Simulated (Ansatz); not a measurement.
MnO, 2 atoms in the cell. Symmetry: Fm-3m, No. 225, cubic system. The conventional cell has a = 4.448 Å, b = 4.448 Å, c = 4.448 Å, α = 90.00°, β = 90.00°, γ = 90.00°. Mn (site symmetry m-3m) is surrounded by 6 O at 2.22 Å. O (site symmetry m-3m) has 6 Mn at 2.22 Å as nearest neighbours. The cell is a database's computed one.

```yaml
Program: Ansatz 0.2.0
Task: band structure
Functional: PBEsol
Potentials_or_basis: all-electron LAPW, scalar-relativistic
Cutoff: 324 eV (chosen from the basis error)
Basis_error_allowed: 0.001 eV/atom
k_mesh: 10 × 10 × 10
Occupations: fermi-dirac, width 0.05 eV
Spin: collinear spin, ferromagnetic start
Starting_moments: "[4.0, 0.0] μB"
```

Potentials or basis: all-electron LAPW, scalar-relativistic.

Command:

```sh
$ ansatz run input.yaml --threads 2 --pin off --max-ram 6144MiB --backend cpu --events-out ev --progress --plain --runs-dir out
```

Hardware: 2 threads of Arm Neoverse V2 (shared host).

How long does it take, and how much memory?

Run time: 13 s on 2 threads of Arm Neoverse V2, with other jobs on the host, peak memory 0.39 GiB. Counts: scf iterations 10, plane waves 283, k points 47, bands 18.
